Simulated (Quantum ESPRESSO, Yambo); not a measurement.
# Quasiparticle gap of SiC (Moissanite) in Yambo, part 2 of 3

Wanted: ground state, empty states, screening and self-energy for SiC (Moissanite).

Quantum ESPRESSO 7.5 and Yambo 5.3.0; PBE and many-body steps on it, plane waves. Known limits of the many-body steps: not at the basis limit; coarse k mesh.

So far. Step 2 (Ground state): The gap is indirect, with the least direct gap 1.11 eV higher.

## Step 3: Bands along the symmetry lines

Level of this step: DFT, PBE, plane waves, norm-conserving pseudopotentials (Quantum ESPRESSO).

Levels along a band path, at the cheap level, show where the edges lie and whether the meshes to come will hold them.

Input file pw.in:

```
&control
  calculation = 'bands'
  prefix = 'x'
  outdir = 'o'
  pseudo_dir = 'pseudo'
/
&system
  ibrav = 0
  nat = 12
  ntyp = 2
  ecutwfc = 74.0
  nbnd = 30
  force_symmorphic = .true.
/
&electrons
  conv_thr = 1e-9
  electron_maxstep = 80
  diago_full_acc = .true.
  diago_thr_init = 5e-6
/
ATOMIC_SPECIES
  Si 28.085 Si.upf
  C 12.011 C.upf
CELL_PARAMETERS angstrom
  3.0810000000 -0.0000000000 0.0000000000
  -1.5405000000 2.6682242691 0.0000000000
  0.0000000000 0.0000000000 15.1248000000
ATOMIC_POSITIONS crystal
  Si 0.0000000000 0.0000000000 0.0000000000
  Si 0.0000000000 0.0000000000 0.5000000000
  Si 0.3333333333 0.6666666667 0.1664000000
  Si 0.6666666667 0.3333333333 0.6664000000
  Si 0.6666666667 0.3333333333 0.3329000000
  Si 0.3333333333 0.6666666667 0.8329000000
  C 0.3333333333 0.6666666667 0.0412000000
  C 0.6666666667 0.3333333333 0.5412000000
  C 0.6666666667 0.3333333333 0.2080000000
  C 0.3333333333 0.6666666667 0.7080000000
  C 0.0000000000 0.0000000000 0.3746000000
  C 0.0000000000 0.0000000000 0.8746000000
K_POINTS crystal
  75
  0.00000000 0.00000000 0.00000000 1
  0.06250000 0.00000000 0.00000000 1
  0.12500000 0.00000000 0.00000000 1
  0.18750000 0.00000000 0.00000000 1
  0.25000000 0.00000000 0.00000000 1
  0.31250000 0.00000000 0.00000000 1
  0.37500000 0.00000000 0.00000000 1
  0.43750000 0.00000000 0.00000000 1
  0.50000000 0.00000000 0.00000000 1
  0.47916667 0.04166667 0.00000000 1
  0.45833333 0.08333333 0.00000000 1
  0.43750000 0.12500000 0.00000000 1
  0.41666666 0.16666666 0.00000000 1
  0.39583333 0.20833333 0.00000000 1
  0.37500000 0.25000000 0.00000000 1
  0.35416666 0.29166666 0.00000000 1
  0.33333333 0.33333333 0.00000000 1
  0.29166666 0.29166666 0.00000000 1
  0.25000000 0.25000000 0.00000000 1
  0.20833333 0.20833333 0.00000000 1
  0.16666666 0.16666666 0.00000000 1
  0.12500000 0.12500000 0.00000000 1
  0.08333333 0.08333333 0.00000000 1
  0.04166667 0.04166667 0.00000000 1
  0.00000000 0.00000000 0.00000000 1
  0.00000000 0.00000000 0.06250000 1
  0.00000000 0.00000000 0.12500000 1
  0.00000000 0.00000000 0.18750000 1
  0.00000000 0.00000000 0.25000000 1
  0.00000000 0.00000000 0.31250000 1
  0.00000000 0.00000000 0.37500000 1
  0.00000000 0.00000000 0.43750000 1
  0.00000000 0.00000000 0.50000000 1
  0.06250000 0.00000000 0.50000000 1
  0.12500000 0.00000000 0.50000000 1
  0.18750000 0.00000000 0.50000000 1
  0.25000000 0.00000000 0.50000000 1
  0.31250000 0.00000000 0.50000000 1
  0.37500000 0.00000000 0.50000000 1
  0.43750000 0.00000000 0.50000000 1
  0.50000000 0.00000000 0.50000000 1
  0.47916667 0.04166667 0.50000000 1
  0.45833333 0.08333333 0.50000000 1
  0.43750000 0.12500000 0.50000000 1
  0.41666666 0.16666666 0.50000000 1
  0.39583333 0.20833333 0.50000000 1
  0.37500000 0.25000000 0.50000000 1
  0.35416666 0.29166666 0.50000000 1
  0.33333333 0.33333333 0.50000000 1
  0.29166666 0.29166666 0.50000000 1
  0.25000000 0.25000000 0.50000000 1
  0.20833333 0.20833333 0.50000000 1
  0.16666666 0.16666666 0.50000000 1
  0.12500000 0.12500000 0.50000000 1
  0.08333333 0.08333333 0.50000000 1
  0.04166667 0.04166667 0.50000000 1
  0.00000000 0.00000000 0.50000000 1
  0.50000000 0.00000000 0.50000000 1
  0.50000000 0.00000000 0.43750000 1
  0.50000000 0.00000000 0.37500000 1
  0.50000000 0.00000000 0.31250000 1
  0.50000000 0.00000000 0.25000000 1
  0.50000000 0.00000000 0.18750000 1
  0.50000000 0.00000000 0.12500000 1
  0.50000000 0.00000000 0.06250000 1
  0.50000000 0.00000000 0.00000000 1
  0.33333333 0.33333333 0.50000000 1
  0.33333333 0.33333333 0.43750000 1
  0.33333333 0.33333333 0.37500000 1
  0.33333333 0.33333333 0.31250000 1
  0.33333333 0.33333333 0.25000000 1
  0.33333333 0.33333333 0.18750000 1
  0.33333333 0.33333333 0.12500000 1
  0.33333333 0.33333333 0.06250000 1
  0.33333333 0.33333333 0.00000000 1
```

Command:

```console
> OMP_NUM_THREADS=1 mpirun -n 16 pw.x -nk 16 -in pw.in > pw.out
```

What it wrote:

```text
[banner, memory and clock lines left out]
Program PWSCF v.7.5 starts

     Atomic positions and unit cell read from directory:
     o/x.save/

     Message from routine setup:
     using ibrav=0 with symmetry is DISCOURAGED, use correct ibrav instead

     G-vector sticks info

     bravais-lattice index     =            0
     lattice parameter (alat)  =       5.8222  a.u.
     unit-cell volume          =     839.0740 (a.u.)^3
     number of atoms/cell      =           12
     number of atomic types    =            2
     number of electrons       =        48.00
     number of Kohn-Sham states=           30
     kinetic-energy cutoff     =      74.0000  Ry
     charge density cutoff     =     296.0000  Ry
     Exchange-correlation= PBE
                           (   1   4   3   4   0   0   0)

     celldm(1)=   5.822246  celldm(2)=   0.000000  celldm(3)=   0.000000
     celldm(4)=   0.000000  celldm(5)=   0.000000  celldm(6)=   0.000000

     crystal axes: (cart. coord. in units of alat)
               a(1) = (   1.000000  -0.000000   0.000000 )
               a(2) = (  -0.500000   0.866025   0.000000 )
               a(3) = (   0.000000   0.000000   4.909056 )

     reciprocal axes: (cart. coord. in units 2 pi/alat)
               b(1) = (  1.000000  0.577350 -0.000000 )
               b(2) = (  0.000000  1.154701 -0.000000 )
               b(3) = ( -0.000000 -0.000000  0.203705 )
     Pseudo is Norm-conserving + core correction, Zval =  4.0
     Generated using ONCVPSP code by D. R. Hamann
     Using radial grid of 1510 points,  6 beta functions with:
     Pseudo is Norm-conserving + core correction, Zval =  4.0
     Generated using ONCVPSP code by D. R. Hamann
     Using radial grid of 1248 points,  4 beta functions with:
     Si                4.00    28.08500     Si( 1.00)
     C                 4.00    12.01100     C ( 1.00)

      6 Sym. Ops. (no inversion) found

   Cartesian axes

     site n.     atom                  positions (alat units)
         1        Si     tau(   1) = (   0.0000000   0.0000000   0.0000000  )
         2        Si     tau(   2) = (   0.0000000   0.0000000   2.4545278  )
         3        Si     tau(   3) = (  -0.0000000   0.5773503   0.8168668  )
         4        Si     tau(   4) = (   0.5000000   0.2886751   3.2713946  )
         5        Si     tau(   5) = (   0.5000000   0.2886751   1.6342246  )
         6        Si     tau(   6) = (  -0.0000000   0.5773503   4.0887523  )
         7        C      tau(   7) = (  -0.0000000   0.5773503   0.2022531  )
         8        C      tau(   8) = (   0.5000000   0.2886751   2.6567808  )
         9        C      tau(   9) = (   0.5000000   0.2886751   1.0210835  )
        10        C      tau(  10) = (  -0.0000000   0.5773503   3.4756113  )
        11        C      tau(  11) = (   0.0000000   0.0000000   1.8389322  )
        12        C      tau(  12) = (   0.0000000   0.0000000   4.2934599  )

     number of k points=    75
                       cart. coord. in units 2pi/alat
        k(    1) = (   0.0000000   0.0000000   0.0000000), wk =   0.0266667
        k(    2) = (   0.0625000   0.0360844   0.0000000), wk =   0.0266667
        k(    3) = (   0.1250000   0.0721688   0.0000000), wk =   0.0266667
[...]
[... 63 further rows ...]
        k(   74) = (   0.3333333   0.5773503   0.0127316), wk =   0.0266667
        k(   75) = (   0.3333333   0.5773503   0.0000000), wk =   0.0266667

     Dense  grid:    72085 G-vectors     FFT dimensions: (  32,  32, 160)

     The potential is recalculated from file :
     o/x.save/charge-density

     Starting wfcs are   48 randomized atomic wfcs

     Band Structure Calculation

     End of band structure calculation

          k = 0.0000 0.0000 0.0000 (  8941 PWs)   bands (ev):

    -5.9269  -5.4210  -5.3560  -3.8965  -3.8338  -2.3695   0.9408   3.2765
     3.3221   7.0856   7.1327   8.3758   8.3758   8.5558   8.5558   8.6806
     8.6806   9.1281   9.1281   9.2402   9.2402   9.4926   9.5283   9.5283
    14.6927  14.8641  15.2659  15.7771  15.8044  16.1863

          k = 0.0625 0.0361 0.0000 (  8945 PWs)   bands (ev):

[...]
14.9213  15.0966  15.4205  15.9077  15.9433  16.1881

          k = 0.1250 0.0722 0.0000 (  8956 PWs)   bands (ev):

[...]
14.7681  15.1013  15.1653  15.7857  16.0298  16.1932

[...]
k = 0.3333 0.5774 0.0127 (  9087 PWs)   bands (ev):

[...]
13.0279  13.0279  13.2846  14.5549  15.6783  15.6784

          k = 0.3333 0.5774 0.0000 (  9084 PWs)   bands (ev):

[...]
2.0716   2.3951   2.7614   2.7614   3.5158   3.5158   3.8560   4.7479
     4.9706   4.9706   6.1597   6.1597   6.3880   7.3203   7.4504   7.4504
    13.0216  13.0216  13.2744  14.5720  15.7371  15.7373

     XML data file, pseudopotentials, collected wavefunctions
```

Run time: 14 s. Hardware: 16 MPI ranks of Arm Neoverse V2, shared host; peak memory 1.6 GiB.

Numbers from this step:

```yaml
gap: 2.012 eV
k_of_the_valence_top: 0, 0, 0
k_of_the_conduction_bottom: 0.5, 0, 0.1875
least_direct_gap: 3.123 eV
```

The gap is 2.012 eV, −0.005 eV from the run before at this level.

The electronic bands at the labelled points (eV, zero at the top of the highest filled band):

```csv
point,band 21,band 22,band 23,band 24,band 25,band 26,band 27,band 28
Γ,-0.29,-0.04,0.00,0.00,5.16,5.34,5.74,6.25
halfway,-1.17,-1.09,-0.70,-0.54,3.67,3.89,4.38,5.01
M,-1.84,-1.76,-1.66,-1.11,2.02,2.21,3.23,3.89
halfway,-2.44,-2.22,-2.00,-1.77,2.85,3.50,4.51,4.92
K,-3.14,-2.21,-2.08,-2.08,3.49,3.49,3.75,5.04
halfway,-1.78,-1.73,-1.30,-0.72,4.79,4.86,4.97,5.06
Γ,-0.29,-0.04,0.00,0.00,5.16,5.34,5.74,6.25
halfway,-0.20,-0.20,-0.02,-0.02,5.18,5.30,5.81,6.15
A,-0.09,-0.09,-0.09,-0.09,5.23,5.23,5.97,5.97
halfway,-1.00,-1.00,-0.71,-0.71,3.77,3.77,4.73,4.73
L,-1.72,-1.72,-1.31,-1.31,2.06,2.06,3.45,3.45
halfway,-2.68,-2.68,-1.67,-1.67,3.20,3.20,4.48,4.48
H,-2.63,-2.63,-2.27,-2.27,3.68,3.68,4.32,4.32
halfway,-1.96,-1.96,-0.85,-0.85,4.74,4.74,5.12,5.12
A,-0.09,-0.09,-0.09,-0.09,5.23,5.23,5.97,5.97
jump to L,-1.72,-1.72,-1.31,-1.31,2.06,2.06,3.45,3.45
halfway,-2.00,-1.64,-1.53,-1.16,2.01,2.16,3.29,3.68
M,-1.84,-1.76,-1.66,-1.11,2.02,2.21,3.23,3.89
jump to H,-2.63,-2.63,-2.27,-2.27,3.68,3.68,4.32,4.32
halfway,-2.97,-2.33,-2.16,-2.16,3.58,3.58,3.91,4.80
K,-3.14,-2.21,-2.08,-2.08,3.49,3.49,3.75,5.04
```

## Step 4: Empty states on the mesh, 6×6×1 mesh, 207 bands

The sums over transitions need many empty states on a uniform mesh; this step solves for them.

Input file pw.in:

```
&control
  calculation = 'nscf'
  prefix = 'x'
  outdir = 'o'
  pseudo_dir = 'pseudo'
/
&system
  ibrav = 0
  nat = 12
  ntyp = 2
  ecutwfc = 74.0
  nbnd = 207
  force_symmorphic = .true.
/
&electrons
  conv_thr = 1e-9
  electron_maxstep = 80
  diago_full_acc = .true.
  diago_thr_init = 5e-6
/
ATOMIC_SPECIES
  Si 28.085 Si.upf
  C 12.011 C.upf
CELL_PARAMETERS angstrom
  3.0810000000 -0.0000000000 0.0000000000
  -1.5405000000 2.6682242691 0.0000000000
  0.0000000000 0.0000000000 15.1248000000
ATOMIC_POSITIONS crystal
  Si 0.0000000000 0.0000000000 0.0000000000
  Si 0.0000000000 0.0000000000 0.5000000000
  Si 0.3333333333 0.6666666667 0.1664000000
  Si 0.6666666667 0.3333333333 0.6664000000
  Si 0.6666666667 0.3333333333 0.3329000000
  Si 0.3333333333 0.6666666667 0.8329000000
  C 0.3333333333 0.6666666667 0.0412000000
  C 0.6666666667 0.3333333333 0.5412000000
  C 0.6666666667 0.3333333333 0.2080000000
  C 0.3333333333 0.6666666667 0.7080000000
  C 0.0000000000 0.0000000000 0.3746000000
  C 0.0000000000 0.0000000000 0.8746000000
K_POINTS automatic
  6 6 1 0 0 0
```

Command:

```console
> OMP_NUM_THREADS=1 mpirun -n 16 pw.x -nk 4 -in pw.in > pw.out
```

What it wrote:

```text
[banner, memory and clock lines left out]
Program PWSCF v.7.5 starts

     Atomic positions and unit cell read from directory:
     o/x.save/

     Message from routine setup:
     using ibrav=0 with symmetry is DISCOURAGED, use correct ibrav instead

     bravais-lattice index     =            0
     lattice parameter (alat)  =       5.8222  a.u.
     unit-cell volume          =     839.0740 (a.u.)^3
     number of atoms/cell      =           12
     number of atomic types    =            2
     number of electrons       =        48.00
     number of Kohn-Sham states=          207
     kinetic-energy cutoff     =      74.0000  Ry
     charge density cutoff     =     296.0000  Ry
     Exchange-correlation= PBE
                           (   1   4   3   4   0   0   0)

     celldm(1)=   5.822246  celldm(2)=   0.000000  celldm(3)=   0.000000
     celldm(4)=   0.000000  celldm(5)=   0.000000  celldm(6)=   0.000000

     crystal axes: (cart. coord. in units of alat)
               a(1) = (   1.000000  -0.000000   0.000000 )
               a(2) = (  -0.500000   0.866025   0.000000 )
               a(3) = (   0.000000   0.000000   4.909056 )

     reciprocal axes: (cart. coord. in units 2 pi/alat)
               b(1) = (  1.000000  0.577350 -0.000000 )
               b(2) = (  0.000000  1.154701 -0.000000 )
               b(3) = ( -0.000000 -0.000000  0.203705 )
     Pseudo is Norm-conserving + core correction, Zval =  4.0
     Generated using ONCVPSP code by D. R. Hamann
     Using radial grid of 1510 points,  6 beta functions with:
     Pseudo is Norm-conserving + core correction, Zval =  4.0
     Generated using ONCVPSP code by D. R. Hamann
     Using radial grid of 1248 points,  4 beta functions with:
     Si                4.00    28.08500     Si( 1.00)
     C                 4.00    12.01100     C ( 1.00)

      6 Sym. Ops. (no inversion) found

   Cartesian axes

     site n.     atom                  positions (alat units)
         1        Si     tau(   1) = (   0.0000000   0.0000000   0.0000000  )
         2        Si     tau(   2) = (   0.0000000   0.0000000   2.4545278  )
         3        Si     tau(   3) = (  -0.0000000   0.5773503   0.8168668  )
         4        Si     tau(   4) = (   0.5000000   0.2886751   3.2713946  )
         5        Si     tau(   5) = (   0.5000000   0.2886751   1.6342246  )
         6        Si     tau(   6) = (  -0.0000000   0.5773503   4.0887523  )
         7        C      tau(   7) = (  -0.0000000   0.5773503   0.2022531  )
         8        C      tau(   8) = (   0.5000000   0.2886751   2.6567808  )
         9        C      tau(   9) = (   0.5000000   0.2886751   1.0210835  )
        10        C      tau(  10) = (  -0.0000000   0.5773503   3.4756113  )
        11        C      tau(  11) = (   0.0000000   0.0000000   1.8389322  )
        12        C      tau(  12) = (   0.0000000   0.0000000   4.2934599  )

     number of k points=     7
                       cart. coord. in units 2pi/alat
        k(    1) = (   0.0000000   0.0000000   0.0000000), wk =   0.0555556
        k(    2) = (   0.0000000   0.1924501   0.0000000), wk =   0.3333333
        k(    3) = (   0.0000000   0.3849002   0.0000000), wk =   0.3333333
        k(    4) = (   0.0000000  -0.5773503   0.0000000), wk =   0.1666667
        k(    5) = (   0.1666667   0.2886751   0.0000000), wk =   0.3333333
        k(    6) = (   0.1666667   0.4811252   0.0000000), wk =   0.6666667
        k(    7) = (   0.3333333   0.5773503   0.0000000), wk =   0.1111111

     Dense  grid:    72085 G-vectors     FFT dimensions: (  32,  32, 160)

     The potential is recalculated from file :
     o/x.save/charge-density

     Starting wfcs are   48 randomized atomic wfcs +  159 random wfcs

     Band Structure Calculation

     End of band structure calculation

          k = 0.0000 0.0000 0.0000 (  8941 PWs)   bands (ev):

    -5.9269  -5.4210  -5.3560  -3.8965  -3.8338  -2.3695   0.9408   3.2765
     3.3221   7.0856   7.1327   8.3758   8.3758   8.5558   8.5558   8.6806
     8.6806   9.1281   9.1281   9.2402   9.2402   9.4926   9.5283   9.5283
[...]
[... 14 further rows ...]
[...]
71.3838  71.5816  71.7326  72.9233  72.9825  73.3848  73.3848

          k = 0.0000 0.1925 0.0000 (  8976 PWs)   bands (ev):

[...]
[... 14 further rows ...]
[...]
71.4483  71.6305  71.7041  71.7169  71.9290  72.1639  72.2058

          k = 0.0000 0.3849 0.0000 (  9014 PWs)   bands (ev):

[...]
32.1785  32.2578  32.9326  33.1263  33.3376  33.5735  33.6644  33.9672
     [... 14 further rows ...]
    68.5040  68.8057  69.3149  69.9006  70.0081  70.0921  70.5333  70.7780
    70.9628  71.2308  71.5192  71.8495  72.3913  72.5910  73.0745

          k = 0.0000-0.5774 0.0000 (  9034 PWs)   bands (ev):

     [... further k-points ...]

     highest occupied, lowest unoccupied level (ev):     9.5283   11.5451

     XML data file, pseudopotentials, collected wavefunctions
```

Run time: 16 s. Hardware: 16 MPI ranks; peak memory 1.5 GiB; 3.5 min of CPU time.

This step gave:

| Property | Result |
| --- | --- |
| gap | 2.017 eV |
| k of the valence top | 0, 0, 0 |
| k of the conduction bottom | 0, -0.5, 0 |
| least direct gap | 3.123 eV |
| k points computed | 7 |
| lowest point of the top converged band, above the valence top | 62.5700 eV |

On this mesh the gap is 2.017 eV.

(Continued in part 3 of 3.)

[Paths, hosts, dates, memory and timing lines, banners, echoed tables and standing remarks are left out of the program output.]

[Logs are printed without paths, hosts, clocks, repeated set-up lines and the standing remarks that a program may print on its own settings, such as how far it seeks lower states.]

[Runs of the session that timed out or met a known fault of the program may be left out.]

[Hosts, paths, dates, database ids (printed as entryN), source tags and the programs' standing remarks are cut or masked in the printed files.]
